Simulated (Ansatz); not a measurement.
# CuO (CsCl type): one cell, many starting occupations (series 2), part 2 of 2

DFT+U has many self-consistent solutions. How far apart do the states of CuO (CsCl type) lie when only the starting occupations change? Cell and atoms stay fixed. This structure was made by substitution into a known type, so it needn't be the compound's stable form.

Ansatz 0.2.0; DFT PBE+U (U_eff = 7 eV on Cu d), plane waves, PAW. The steps go on from the part before.

## 4. Random orbitals: fully mixed, first filling

Input file input.yaml:

```yaml
crystal:
  lattice:
    - [2.55255061, 0.0, 0.0]
    - [0.0, 2.55255061, 0.0]
    - [0.0, 0.0, 2.55255061]
  atoms:
    - { symbol: Cu, position: [0.0, 0.0, 0.0], spin: 1.0, spin_axis: [0.57735, 0.57735, 0.57735] }
    - { symbol: O, position: [0.5, 0.5, 0.5] }
basis:
  ecutwfc: 420
  ecutrho_ratio: 4
kpoints:
  mp_grid: { grid: [7, 7, 7] }
hamiltonian:
  xc: pbe
  hubbard:
    sites:
      - { site: 0, l: d, u_eff: 7.0, starting_ns: [{ occupation_matrix: s0 }] }
    occupation_matrices:
      s0:
        spinor_matrix:
          - [[0.94534, 0.0], [-0.022, -0.02707], [-0.01003, -0.02357], [-0.01438, 0.01438], [0.04279, -0.01499], [0.03368, -0.03368], [0.06703, 0.00693], [0.0459, 0.01849], [0.0, -0.0393], [-0.03797, 0.07892]]
          - [[-0.022, 0.02707], [0.92065, 0.0], [-0.03483, -0.01001], [0.00296, 0.02863], [0.02172, -0.06035], [-0.00693, -0.06703], [0.06742, -0.06742], [0.06125, -0.0339], [-0.04315, -0.03506], [0.05278, 0.11211]]
          - [[-0.01003, 0.02357], [-0.03483, 0.01001], [0.94339, 0.0], [0.0079, 0.0196], [0.00308, -0.047], [-0.01849, -0.0459], [0.0339, -0.06125], [0.03635, -0.03635], [-0.03756, -0.01599], [0.05999, 0.06841]]
          - [[-0.01438, -0.01438], [0.00296, -0.02863], [0.0079, -0.0196], [0.95322, 0.0], [0.0337, 0.01622], [0.0393, 0.0], [0.03506, 0.04315], [0.01599, 0.03756], [0.02292, -0.02292], [-0.06819, 0.02389]]
          - [[0.04279, 0.01499], [0.02172, 0.06035], [0.00308, 0.047], [0.0337, -0.01622], [0.88664, 0.0], [-0.07892, 0.03797], [-0.11211, -0.05278], [-0.06841, -0.05999], [-0.02389, 0.06819], [0.11387, -0.11387]]
          - [[0.03368, 0.03368], [-0.00693, 0.06703], [-0.01849, 0.0459], [0.0393, 0.0], [-0.07892, -0.03797], [0.87798, 0.0], [-0.0821, -0.10104], [-0.03744, -0.08796], [-0.05368, 0.05368], [0.15968, -0.05593]]
          - [[0.06703, -0.00693], [0.06742, 0.06742], [0.0339, 0.06125], [0.03506, -0.04315], [-0.11211, 0.05278], [-0.0821, 0.10104], [0.78581, 0.0], [-0.12999, -0.03736], [0.01105, 0.10683], [0.08104, -0.22524]]
          - [[0.0459, -0.01849], [0.06125, 0.0339], [0.03635, 0.03635], [0.01599, -0.03756], [-0.06841, 0.05999], [-0.03744, 0.08796], [-0.12999, 0.03736], [0.87069, 0.0], [0.02947, 0.07315], [0.0115, -0.17539]]
          - [[0.0, 0.0393], [-0.04315, 0.03506], [-0.03756, 0.01599], [0.02292, 0.02292], [-0.02389, -0.06819], [-0.05368, -0.05368], [0.01105, -0.10683], [0.02947, -0.07315], [0.90738, 0.0], [0.12578, 0.06052]]
          - [[-0.03797, -0.07892], [0.05278, -0.11211], [0.05999, -0.06841], [-0.06819, -0.02389], [0.11387, 0.11387], [0.15968, 0.05593], [0.08104, 0.22524], [0.0115, 0.17539], [0.12578, -0.06052], [0.65891, 0.0]]
    ns_hold: { iters: 12 }
scf:
  occupations: { method: gaussian, width: 0.05 }
  lower_state_search: "off"
  max_iter: 150
output:
  forces: true
  stress: true
  eigenvalues: true
  populations: true
  hubbard: { sites: [{ site: 0, l: d }] }
magnetization:
  noncollinear: true
  spin_orbit: true
```

The typed matrices are held for 12 cycles. This run includes spin–orbit coupling.

Run with:

```
$ ansatz run input.yaml --threads 2 --pin off --max-ram 3072MiB --backend cpu --events-out ev --progress --plain --runs-dir out
```

The program printed (excerpt; [...] marks lines left out):

```text
Warning: crystal.symmetry: narrowed to the stabiliser of the occupation matrices — unitary ops 6 → 2, anti-unitary 6 → 0; lowered by the specified shell (site 0, l: d); largest admitted image defect 4.4e-16, smallest excluded 2.6e-1 — at a splitting's scale: the group the occupation [...]
Warning: output.stress: scf.convergence.dr2_threshold = 1e-7 eV (the SCF's general default) is looser than the 2e-10 eV advised for a printed stress (1e-10 eV for each atom of the cell: 2). What an SCF threshold leaves in a stress goes as its square root, and in the free energy as the [...]
Warning: RAYON_NUM_THREADS=2 ignored (pool sized by the plan → 2); use --threads N
Cu: projections on atomic orbitals take those of the free atom [Ne] 3s2 3p6 3d10 4s1, of charge +0.00 (hamiltonian.pseudopotentials.projection_atoms); the dataset's partial waves leave at most 2.0e-9 of an orbital's norm unspanned inside its sphere
O: projections on atomic orbitals take those of the free atom [He] 2s2 2p4, of charge +0.00 (hamiltonian.pseudopotentials.projection_atoms); the dataset's partial waves leave at most 1.5e-11 of an orbital's norm unspanned inside its sphere
[...]
Pseudopotentials: kind: paw_fr
Pseudopotential: Cu, paw_fr, valence charge 19, recommended cutoff 420 eV (normal), Cu.paw.azcp#standard-fr
[...]
WARN: hamiltonian.hubbard: on 1 of 1 specified blocks the occupation matrix of this SCF's result fails the test of the specified filling. At site 0 (sites count from 0 in the list of atoms of the cell that this SCF solves) the least filled combination of the orbitals specified full has [...]
--- Specified on-site occupations, and those of the state reported ---
  electrons in the specified blocks: 8.7500 specified, 9.6901 found
  site 0 (l=d): largest change of an orbital's occupation 0.9321; electrons 8.7500 specified, 9.6901 found; spectral distance 0.8825
--- Forces (eV/Å), atoms counted from 1 ---
  atom   1  Cu     0.00000000     0.00000000     0.00000000
  atom   2  O      0.00000000     0.00000000     0.00000000
[...]
--- Stress (GPa, compression-positive) ---
       29.316941      -0.106023       0.001827
       -0.106117      29.311565       0.000130
        0.001815       0.000093      29.307350
  P = ⅓ Tr σ = 29.3120 GPa (293.120 kbar)
--- Band table (eV; the first three rows and the last of 172) ---
[...]
Occupation matrices written to <dir>
--- Löwdin populations: 2 sites ---
  site symbol       q [e]
     0     Cu     18.1641
     1      O      6.7388
  spilling = 0.003883 (of n_electrons = 25.000000)
--- Occupation matrices: 1 shell (run DFT+U table (all-electron-ortho-atomic); ε = 1.43e-2) ---
  Cu0 d_3D: site group Oh (m-3m)
  Cu0 d_3D spinor Tr n = 9.6901  λ = 0.896 0.907 0.916 0.993 0.993 0.996 0.996 0.998 0.998 0.998  [3× xy 0.33 (T2g 1.00) G3/2g(0.65) | 7× x2-y2 0.29 (Eg 0.57) G3/2g(0.87)]
  specified occupation → Cu0 d_3D spinor: matrix, ‖Δ‖_F = 0.9385, Tr Δ = -0.9401, displaced = 0.6169, d_λ = 0.8825; orbital distance = 1.0103
  Tr n, λ and their labels are of the run-group-symmetrised matrices; stabiliser: 4 of 96 elements of G0×{1,Θ} (closed), max defect 2.4e-3 at τ = 3.0e-3
```

Wall time 72 s (2 threads of Arm Neoverse V2, shared host); peak memory 0.61 GiB.

End state: no gap, pressure 29.3 GPa, moments in spheres Cu1 (0.26, -0.17, 0.00); O2 (0.59, -0.39, 0.01) μB, largest force component 0.00 eV/Å, 2 symmetry operations imposed. The program reports that the typed filling wasn't kept.

How the shells are filled (orbitals counted by the eigenvalues of the occupation matrices):

```tsv
shell	channel	electrons	over 0.8	0.2 to 0.8	under 0.2
Cu 3d (atom 1)	both spins	9.69	10	0	0
```

Spin moments on the atoms, as numbers:

```tsv
atom	x (μB)	y (μB)	z (μB)
Cu1	0.26	-0.17	0.00
O2	0.59	-0.39	0.01
```

## 5. Random orbitals: fully mixed, one electron more

Input file input.yaml:

```yaml
crystal:
  lattice:
    - [2.55255061, 0.0, 0.0]
    - [0.0, 2.55255061, 0.0]
    - [0.0, 0.0, 2.55255061]
  atoms:
    - { symbol: Cu, position: [0.0, 0.0, 0.0], spin: 0.3, spin_axis: [0.57735, 0.57735, 0.57735] }
    - { symbol: O, position: [0.5, 0.5, 0.5] }
basis:
  ecutwfc: 420
  ecutrho_ratio: 4
kpoints:
  mp_grid: { grid: [7, 7, 7] }
hamiltonian:
  xc: pbe
  hubbard:
    sites:
      - { site: 0, l: d, u_eff: 7.0, starting_ns: [{ occupation_matrix: s0 }] }
    occupation_matrices:
      s0:
        spinor_matrix:
          - [[0.97, 0.0], [0.0, 0.0], [0.0, 0.0], [0.0, 0.0], [0.0, 0.0], [0.0, 0.0], [0.0, 0.0], [0.0, 0.0], [0.0, 0.0], [0.0, 0.0]]
          - [[0.0, 0.0], [0.97, 0.0], [0.0, 0.0], [0.0, 0.0], [0.0, 0.0], [0.0, 0.0], [0.0, 0.0], [0.0, 0.0], [0.0, 0.0], [0.0, 0.0]]
          - [[0.0, 0.0], [0.0, 0.0], [0.97, 0.0], [0.0, 0.0], [0.0, 0.0], [0.0, 0.0], [0.0, 0.0], [0.0, 0.0], [0.0, 0.0], [0.0, 0.0]]
          - [[0.0, 0.0], [0.0, 0.0], [0.0, 0.0], [0.97, 0.0], [0.0, 0.0], [0.0, 0.0], [0.0, 0.0], [0.0, 0.0], [0.0, 0.0], [0.0, 0.0]]
          - [[0.0, 0.0], [0.0, 0.0], [0.0, 0.0], [0.0, 0.0], [0.97, 0.0], [0.0, 0.0], [0.0, 0.0], [0.0, 0.0], [0.0, 0.0], [0.0, 0.0]]
          - [[0.0, 0.0], [0.0, 0.0], [0.0, 0.0], [0.0, 0.0], [0.0, 0.0], [0.97, 0.0], [0.0, 0.0], [0.0, 0.0], [0.0, 0.0], [0.0, 0.0]]
          - [[0.0, 0.0], [0.0, 0.0], [0.0, 0.0], [0.0, 0.0], [0.0, 0.0], [0.0, 0.0], [0.97, 0.0], [0.0, 0.0], [0.0, 0.0], [0.0, 0.0]]
          - [[0.0, 0.0], [0.0, 0.0], [0.0, 0.0], [0.0, 0.0], [0.0, 0.0], [0.0, 0.0], [0.0, 0.0], [0.97, 0.0], [0.0, 0.0], [0.0, 0.0]]
          - [[0.0, 0.0], [0.0, 0.0], [0.0, 0.0], [0.0, 0.0], [0.0, 0.0], [0.0, 0.0], [0.0, 0.0], [0.0, 0.0], [0.97, 0.0], [0.0, 0.0]]
          - [[0.0, 0.0], [0.0, 0.0], [0.0, 0.0], [0.0, 0.0], [0.0, 0.0], [0.0, 0.0], [0.0, 0.0], [0.0, 0.0], [0.0, 0.0], [0.97, 0.0]]
    ns_hold: { iters: 5 }
scf:
  occupations: { method: gaussian, width: 0.05 }
  lower_state_search: "off"
  max_iter: 150
output:
  forces: true
  stress: true
  eigenvalues: true
  populations: true
  hubbard: { sites: [{ site: 0, l: d }] }
magnetization:
  noncollinear: true
  spin_orbit: true
```

At this filling each channel is wholly full or empty, so no choice of orbitals remains. The typed matrices put 0.97 on the chosen orbitals and 0.02 on the others, and are held for 5 cycles. This run includes spin–orbit coupling.

Run with:

```
$ ansatz run input.yaml --threads 2 --pin off --max-ram 3072MiB --backend cpu --events-out ev --progress --plain --runs-dir out
```

The program printed (excerpt; [...] marks lines left out):

```text
Warning: output.stress: scf.convergence.dr2_threshold = 1e-7 eV (the SCF's general default) is looser than the 2e-10 eV advised for a printed stress (1e-10 eV for each atom of the cell: 2). What an SCF threshold leaves in a stress goes as its square root, and in the free energy as the [...]
Warning: RAYON_NUM_THREADS=2 ignored (pool sized by the plan → 2); use --threads N
Cu: projections on atomic orbitals take those of the free atom [Ne] 3s2 3p6 3d10 4s1, of charge +0.00 (hamiltonian.pseudopotentials.projection_atoms); the dataset's partial waves leave at most 2.0e-9 of an orbital's norm unspanned inside its sphere
O: projections on atomic orbitals take those of the free atom [He] 2s2 2p4, of charge +0.00 (hamiltonian.pseudopotentials.projection_atoms); the dataset's partial waves leave at most 1.5e-11 of an orbital's norm unspanned inside its sphere
[...]
[... 2 set-up lines as earlier in the session ...]
[...]
  atom   1  Cu    -0.00000000     0.00000000     0.00000000
  atom   2  O      0.00000000     0.00000000    -0.00000000
[...]
--- Stress (GPa, compression-positive) ---
       29.311845       0.052493       0.052493
        0.052493      29.311845       0.052493
        0.052493       0.052493      29.311845
  P = ⅓ Tr σ = 29.3118 GPa (293.118 kbar)
--- Band table (eV; the first three rows and the last of 44) ---
[...]
Occupation matrices written to <dir>
--- Löwdin populations: 2 sites ---
  site symbol       q [e]
     0     Cu     18.1641
     1      O      6.7388
  spilling = 0.003883 (of n_electrons = 25.000000)
--- Occupation matrices: 1 shell (run DFT+U table (all-electron-ortho-atomic); ε = 5.39e-3) ---
  Cu0 d_3D: site group Oh (m-3m)
  Cu0 d_3D spinor Tr n = 9.6902  λ = 0.896 0.907 0.916 0.993 0.993 0.996 0.996 0.998 0.998 0.998  [xz 0.33 (T2g 1.00) E5/2g(0.70) | xz 0.33 (T2g 1.00) G3/2g(0.63) | xz 0.33 (T2g 1.00) G3/2g(1.00) | 7× z2 0.29 (Eg 0.57) G3/2g(0.87)]
  specified occupation → Cu0 d_3D spinor: matrix, ‖Δ‖_F = 0.1307, Tr Δ = +0.0098, displaced = 0.1862, d_λ = 0.1307; orbital distance = 0.0000
  Tr n, λ and their labels are of the run-group-symmetrised matrices; stabiliser: 12 of 96 elements of G0×{1,Θ} (closed), max defect 3.8e-15 at τ = 1.1e-3
```

Wall time 11 s (2 threads of Arm Neoverse V2, shared host); peak memory 0.43 GiB.

It ends with no gap, pressure 29.3 GPa, moments in spheres Cu1 (0.18, 0.18, 0.18); O2 (0.41, 0.41, 0.41) μB, largest force component 0.00 eV/Å, 6 symmetry operations imposed.

The shells' filling, with natural orbitals sorted by occupation:

```tsv
shell	channel	electrons	over 0.8	0.2 to 0.8	under 0.2
Cu 3d (atom 1)	both spins	9.69	10	0	0
```

Spin moments on the atoms, as numbers:

```tsv
atom	x (μB)	y (μB)	z (μB)
Cu1	0.18	0.18	0.18
O2	0.41	0.41	0.41
```

## 6. Random orbitals: drawn by pairs, first filling

Input file input.yaml:

```yaml
crystal:
  lattice:
    - [2.55255061, 0.0, 0.0]
    - [0.0, 2.55255061, 0.0]
    - [0.0, 0.0, 2.55255061]
  atoms:
    - { symbol: Cu, position: [0.0, 0.0, 0.0], spin: 1.0, spin_axis: [0.57735, 0.57735, 0.57735] }
    - { symbol: O, position: [0.5, 0.5, 0.5] }
basis:
  ecutwfc: 420
  ecutrho_ratio: 4
kpoints:
  mp_grid: { grid: [7, 7, 7] }
hamiltonian:
  xc: pbe
  hubbard:
    sites:
      - { site: 0, l: d, u_eff: 7.0, starting_ns: [{ occupation_matrix: s0 }] }
    occupation_matrices:
      s0:
        spinor_matrix:
          - [[0.86962, 0.0], [0.0, 0.0], [0.0, 0.0], [0.10038, 0.0], [0.0, 0.0], [0.13712, -0.13712], [0.0, 0.0], [0.0, 0.0], [-0.13712, 0.13712], [0.0, 0.0]]
          - [[0.0, 0.0], [0.97, 0.0], [0.0, 0.0], [0.0, 0.0], [0.0, 0.0], [0.0, 0.0], [0.0, 0.0], [0.0, 0.0], [0.0, 0.0], [0.0, 0.0]]
          - [[0.0, 0.0], [0.0, 0.0], [0.97, 0.0], [0.0, 0.0], [0.0, 0.0], [0.0, 0.0], [0.0, 0.0], [0.0, 0.0], [0.0, 0.0], [0.0, 0.0]]
          - [[0.10038, 0.0], [0.0, 0.0], [0.0, 0.0], [0.86962, 0.0], [0.0, 0.0], [-0.13712, 0.13712], [0.0, 0.0], [0.0, 0.0], [0.13712, -0.13712], [0.0, 0.0]]
          - [[0.0, 0.0], [0.0, 0.0], [0.0, 0.0], [0.0, 0.0], [0.97, 0.0], [0.0, 0.0], [0.0, 0.0], [0.0, 0.0], [0.0, 0.0], [0.0, 0.0]]
          - [[0.13712, 0.13712], [0.0, 0.0], [0.0, 0.0], [-0.13712, -0.13712], [0.0, 0.0], [0.59538, 0.0], [0.0, 0.0], [0.0, 0.0], [0.37462, 0.0], [0.0, 0.0]]
          - [[0.0, 0.0], [0.0, 0.0], [0.0, 0.0], [0.0, 0.0], [0.0, 0.0], [0.0, 0.0], [0.97, 0.0], [0.0, 0.0], [0.0, 0.0], [0.0, 0.0]]
          - [[0.0, 0.0], [0.0, 0.0], [0.0, 0.0], [0.0, 0.0], [0.0, 0.0], [0.0, 0.0], [0.0, 0.0], [0.97, 0.0], [0.0, 0.0], [0.0, 0.0]]
          - [[-0.13712, -0.13712], [0.0, 0.0], [0.0, 0.0], [0.13712, 0.13712], [0.0, 0.0], [0.37462, 0.0], [0.0, 0.0], [0.0, 0.0], [0.59538, 0.0], [0.0, 0.0]]
          - [[0.0, 0.0], [0.0, 0.0], [0.0, 0.0], [0.0, 0.0], [0.0, 0.0], [0.0, 0.0], [0.0, 0.0], [0.0, 0.0], [0.0, 0.0], [0.97, 0.0]]
    ns_hold: { iters: 5 }
scf:
  occupations: { method: gaussian, width: 0.05 }
  lower_state_search: "off"
  max_iter: 150
output:
  forces: true
  stress: true
  eigenvalues: true
  populations: true
  hubbard: { sites: [{ site: 0, l: d }] }
magnetization:
  noncollinear: true
  spin_orbit: true
```

The typed matrices put 0.97 on the chosen orbitals and 0.02 on the others, and are held for 5 cycles. This run includes spin–orbit coupling.

Run with:

```
$ ansatz run input.yaml --threads 2 --pin off --max-ram 3072MiB --backend cpu --events-out ev --progress --plain --runs-dir out
```

The program printed (excerpt; [...] marks lines left out):

```text
Warning: crystal.symmetry: narrowed to the stabiliser of the occupation matrices — unitary ops 6 → 2, anti-unitary 6 → 0; lowered by the specified shell (site 0, l: d); largest admitted image defect 4.4e-16, smallest excluded 3.2e-1 — at a splitting's scale: the group the occupation [...]
Warning: output.stress: scf.convergence.dr2_threshold = 1e-7 eV (the SCF's general default) is looser than the 2e-10 eV advised for a printed stress (1e-10 eV for each atom of the cell: 2). What an SCF threshold leaves in a stress goes as its square root, and in the free energy as the [...]
Warning: RAYON_NUM_THREADS=2 ignored (pool sized by the plan → 2); use --threads N
Cu: projections on atomic orbitals take those of the free atom [Ne] 3s2 3p6 3d10 4s1, of charge +0.00 (hamiltonian.pseudopotentials.projection_atoms); the dataset's partial waves leave at most 2.0e-9 of an orbital's norm unspanned inside its sphere
O: projections on atomic orbitals take those of the free atom [He] 2s2 2p4, of charge +0.00 (hamiltonian.pseudopotentials.projection_atoms); the dataset's partial waves leave at most 1.5e-11 of an orbital's norm unspanned inside its sphere
[...]
[... 2 set-up lines as earlier in the session ...]
[...]
WARN: hamiltonian.hubbard: on 1 of 1 specified blocks the occupation matrix of this SCF's result fails the test of the specified filling. At site 0 (sites count from 0 in the list of atoms of the cell that this SCF solves) the least filled combination of the orbitals specified full has [...]
  electrons in the specified blocks: 8.7500 specified, 9.6902 found
  site 0 (l=d): largest change of an orbital's occupation 0.9731; electrons 8.7500 specified, 9.6902 found; spectral distance 0.8827
--- Forces (eV/Å), atoms counted from 1 ---
  atom   1  Cu     0.00000000     0.00000000     0.00000000
  atom   2  O      0.00000000     0.00000000     0.00000000
[...]
--- Stress (GPa, compression-positive) ---
       29.312825       0.052909       0.052841
        0.052900      29.312563       0.054283
        0.052834       0.054285      29.312665
  P = ⅓ Tr σ = 29.3127 GPa (293.127 kbar)
--- Band table (eV; the first three rows and the last of 172) ---
[...]
Occupation matrices written to <dir>
--- Löwdin populations: 2 sites ---
  site symbol       q [e]
     0     Cu     18.1641
     1      O      6.7388
  spilling = 0.003883 (of n_electrons = 25.000000)
--- Occupation matrices: 1 shell (run DFT+U table (all-electron-ortho-atomic); ε = 2.08e-3) ---
  Cu0 d_3D: site group Oh (m-3m)
  Cu0 d_3D spinor Tr n = 9.6902  λ = 0.896 0.907 0.916 0.993 0.993 0.996 0.996 0.998 0.998 0.998  [yz 0.33 (T2g 1.00) E5/2g(0.70) | xy 0.34 (T2g 1.00) G3/2g(0.63) | yz 0.33 (T2g 1.00) G3/2g(1.00) | 2× z2 0.50 (Eg 1.00) G3/2g(1.00) | 5× yz 0.20 (T2g 0.60) G3/2g(0.81)]
  specified occupation → Cu0 d_3D spinor: matrix, ‖Δ‖_F = 0.9816, Tr Δ = -0.9402, displaced = 0.6611, d_λ = 0.8827; orbital distance = 1.4135
  Tr n, λ and their labels are of the run-group-symmetrised matrices; stabiliser: 4 of 96 elements of G0×{1,Θ} (closed), max defect 1.9e-4 at τ = 4.4e-4
```

It took 41 s on 2 threads of Arm Neoverse V2, shared host; peak memory 0.61 GiB.

End state: no gap, pressure 29.3 GPa, moments in spheres Cu1 (0.18, 0.18, 0.18); O2 (0.41, 0.41, 0.41) μB, largest force component 0.00 eV/Å, 2 symmetry operations imposed. The program reports that the typed filling wasn't kept.

The shells' filling, with natural orbitals sorted by occupation:

```tsv
shell	channel	electrons	over 0.8	0.2 to 0.8	under 0.2
Cu 3d (atom 1)	both spins	9.69	10	0	0
```

Spin moments on the atoms, as numbers:

```tsv
atom	x (μB)	y (μB)	z (μB)
Cu1	0.18	0.18	0.18
O2	0.41	0.41	0.41
```

## 7. Results

What follows sums up all 2 parts.

Energies count from the lowest free state with spin–orbit coupling and have the smearing extrapolated to zero.

| start | energy (meV/atom) | gap (eV) | pressure (GPa) | largest moment (μB) | SCF cycles | time |
| --- | --- | --- | --- | --- | --- | --- |
| random orbitals: fully mixed, first filling | 0.0 | metal | 29.3 | 0.71 | 37 | 72 s |
| random orbitals: single harmonics, first filling (earlier series) | 0.0 | metal | 29.3 | 0.71 | 41 | 44 s |
| random orbitals: single harmonics, second filling | 0.0 | metal | 29.3 | 0.71 | 49 | 53 s |
| random orbitals: drawn by pairs, first filling | 0.0 | metal | 29.3 | 0.71 | 26 | 41 s |
| from atoms, default search | 0.0 | metal | 29.3 | 0.71 | 16 | 9.6 s |
| random orbitals: fully mixed, one electron more | 0.0 | metal | 29.3 | 0.71 | 20 | 11 s |

The 6 free runs with spin–orbit coupling end within about 1 meV/atom of each other. The run with the program's default settings reaches the lowest one found. The lowest state found need not be the ground state, and the geometry wasn't relaxed for any of them.
